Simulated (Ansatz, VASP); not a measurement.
MoS2: VASP and Ansatz over several settings

```xyz
3
Lattice="0.0000 2.9960 2.9960 2.9960 0.0000 2.9960 2.9960 2.9960 0.0000" Properties=species:S:1:pos:R:3 pbc="T T T"
Mo    0.0000    0.0000    0.0000
S     1.4980    1.4980    1.4980
S     4.4939    4.4939    4.4939
```

Measurements of this composition are mostly on another form, of space group No. 194.

Single points on this cell with VASP 6.6.1 and Ansatz 0.2.0. Each row is one pair of runs. Alike in all rows: k mesh: 6 × 6 × 6; smearing: gaussian, width 0.05 eV; VASP's potentials, cutoff: VASP PAW PBE potentials, release 64 (Mo_sv, S), 520 eV; Ansatz's potentials, cutoff: Ansatz PAW, 420 eV.

| level | spin | gap on the k mesh at the Fermi level (eV), VASP | gap on the k mesh at the Fermi level (eV), Ansatz | pressure (GPa), VASP | pressure (GPa), Ansatz | net moment per atom (μB), VASP | net moment per atom (μB), Ansatz |
| --- | --- | --- | --- | --- | --- | --- | --- |
| PBE+U (Mo d U = 2 eV) | collinear, random start | none | none | 0.6 | 0.7 | 0.65 | 0.67 |
| PBE+U (Mo d U = 2 eV) | collinear, ferromagnetic start | none | none | 5.1 | 4.8 | 1.00 | 1.00 |
| PBE+U (Mo d U = 5 eV) | collinear, random start | none | none | 5.2 | 4.8 | 0.67 | 0.68 |
| PBE+U (Mo d U = 5 eV) | off | none | none | -3.6 | -5.4 | - | - |
| PBEsol+U (Mo d U = 6 eV) | collinear, ferromagnetic start | none | none | 1.8 | 1.4 | 0.67 | 0.67 |

Pressure (GPa): the two programs differ by at most 1.79; net moment per atom (μB): the two programs differ by at most 0.023.

A gap of «none» marks a metal or a gap that the smearing closes.

Caveats: the total moment is fixed, so each spin has its own Fermi level (some rows); U without spin polarisation on a metal has little footing (some rows); the moment is held away from its start (VASP); the PAW data sets were made with another functional, which shifts forces and pressure a little (VASP); the magnetic or orbital state may not be the lowest (Ansatz); the thresholds are loose for stress (Ansatz); the PAW data sets come from PBE, with cores solved anew for the run's functional, which leaves a small shift of forces and pressure (Ansatz).
